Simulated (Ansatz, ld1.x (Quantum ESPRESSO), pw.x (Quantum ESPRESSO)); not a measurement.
## From atom to crystal: TM potential for Re (Z = 75)

Re, norm-conserving Troullier–Martins (Kleinman–Bylander form), made with ld1.x (Quantum ESPRESSO) 7.5 (PBE, scalar-relativistic). Core [Xe] 4f14, reference 5d5 6s2 6p0. Waves: 6s (bound): rc 2.40 bohr; 6p (bound, empty): rc 4.05 bohr; 5d (bound): rc 2.15 bohr. Local part: all-electron potential smoothed inside 2.55 bohr (lloc = -1). Core correction: none.

Atomic tests: cutoffs needed: 35 Ry and 40 Ry (the cutoffs (Ry, on a coarse ladder) from which the occupation-weighted sum of valence levels, in a spherical-Bessel basis at the reference potential, stays within 10 and 1 mRy of its value at 400 Ry); ghost test: no extra level below or beside the all-electron valence levels (s, p, d, f tested) (spherical-Bessel basis up to 400 Ry, 20 bohr box); largest excitation error: +103 meV (all-electron minus pseudo) for 5d4 6s0 6p0, out of 7 test configurations.

Crystal test: bcc Re in pw.x 7.5, no spin, 15³ k-points, Fermi–Dirac smearing 0.01 Ry, cutoffs 50/200 Ry. The reference is all-electron LAPW (Ansatz 0.2.0) with the same functional, mesh and smearing; V0 and B0 come from Birch–Murnaghan fits to the pressures at five volumes. Errors are pseudo minus all-electron; Δ is the rms difference of the E(V) curves that follow from these fits, minima aligned, over ±6 % about the mean V0. Mesh and smearing are coarse, so the numbers serve the comparison and aren't converged zero-temperature values; the lattice is a test structure that the element need not adopt.

All-electron: a0 = 3.115 Å (V0 = 15.12 Å³/atom), B0 = 350.4 GPa.

How far does the potential miss the all-electron equation of state?

mean pressure error (GPa): +3.11; a0 (Å): 3.125; a0 error (%): +0.29; B0 error (%): -1.8; Δ (meV/atom): 10.1. The largest radius (4.05 bohr) exceeds half the bond length (2.55 bohr), so the spheres overlap, which is one possible source of error among others. The logarithmic derivative shows an extra or strongly shifted pseudo pole above the reference energy (s near 0.48 Ry, p near 1.62 Ry).

| V (Å³/atom) | P all-electron (GPa) | P pseudo (GPa) |
| --- | --- | --- |
| 14.327 | 21.30 | 24.77 |
| 14.704 | 10.39 | 13.70 |
| 15.081 | 0.89 | 4.01 |
| 15.458 | -7.39 | -4.46 |
| 15.835 | -14.60 | -11.86 |

At the middle volume, how do free energy and pressure move when the wave cutoff is lowered (ecutrho kept at four times it)?

```tsv
cutoff (Ry)	shift of F (meV/atom)	shift of P (GPa)
22	+1625.2	-67.46
30	+127.8	-9.61
40	+1.4	-0.07
```

Input at the middle volume:

```
&control
  calculation='scf', prefix='x', pseudo_dir='./', outdir='./tmp', tstress=.true., disk_io='none'
/
&system
  ibrav=0, nat=1, ntyp=1, ecutwfc=50, ecutrho=200, nbnd=11,
  occupations='smearing', smearing='fd', degauss=0.01
/
&electrons
  conv_thr=1e-09, mixing_beta=0.4, electron_maxstep=70
/
ATOMIC_SPECIES
Re 1.0 Re.UPF
CELL_PARAMETERS angstrom
  -1.55640774 1.55640774 1.55640774
  1.55640774 -1.55640774 1.55640774
  1.55640774 1.55640774 -1.55640774
ATOMIC_POSITIONS crystal
Re 0.0000 0.0000 0.0000
K_POINTS automatic
15 15 15 0 0 0
```

```bash
pw.x < Re.scf.in > Re.scf.out
```

Lines of the output:

```
Message from routine setup:
     using ibrav=0 with symmetry is DISCOURAGED, use correct ibrav instead
     lattice parameter (alat)  =       5.0943  a.u.
     unit-cell volume          =     101.7716 (a.u.)^3
     number of electrons       =         7.00
     number of Kohn-Sham states=           11
     kinetic-energy cutoff     =      50.0000  Ry
     charge density cutoff     =     200.0000  Ry
     scf convergence threshold =      1.0E-09
     Exchange-correlation= PBE
     number of k points=   120  Fermi-Dirac smearing, width (Ry)=  0.0100
     iteration #  1     ecut=    50.00 Ry     beta= 0.40
     total energy              =     -22.18270496 Ry
     estimated scf accuracy    <       0.04181059 Ry
     iteration #  2     ecut=    50.00 Ry     beta= 0.40
     total energy              =     -22.18255922 Ry
     estimated scf accuracy    <       0.00749250 Ry
     iteration #  3     ecut=    50.00 Ry     beta= 0.40
     negative rho (up, down):  1.417E-07 0.000E+00
     total energy              =     -22.18377498 Ry
     estimated scf accuracy    <       0.00031833 Ry
     iteration #  4     ecut=    50.00 Ry     beta= 0.40
     negative rho (up, down):  2.910E-08 0.000E+00
     total energy              =     -22.18382823 Ry
     estimated scf accuracy    <       0.00001742 Ry
     iteration #  5     ecut=    50.00 Ry     beta= 0.40
     total energy              =     -22.18383208 Ry
     estimated scf accuracy    <       0.00000084 Ry
     iteration #  6     ecut=    50.00 Ry     beta= 0.40
     total energy              =     -22.18383242 Ry
     estimated scf accuracy    <       0.00000008 Ry
     iteration #  7     ecut=    50.00 Ry     beta= 0.40
     the Fermi energy is    17.6085 ev
!    total energy              =     -22.18383244 Ry
     estimated scf accuracy    <          2.7E-10 Ry
     smearing contrib. (-TS)   =      -0.00504617 Ry
     The total energy is F=E-TS. E is the sum of the following terms:
     one-electron contribution =      12.86297574 Ry
     hartree contribution      =       0.42621219 Ry
     xc contribution           =      -5.15324090 Ry
     ewald contribution        =     -30.31473329 Ry
     convergence has been achieved in   7 iterations
          total   stress  (Ry/bohr**3)                   (kbar)     P=       40.07
     Message from routine punch:
     Nothing written, as per user request (disk_io='none')
```

The run at the middle volume (120 k-points, 7 iterations) took about 9.1 s on one core of a shared host (Neoverse-V1, 32 threads, 247 GiB, load 26).
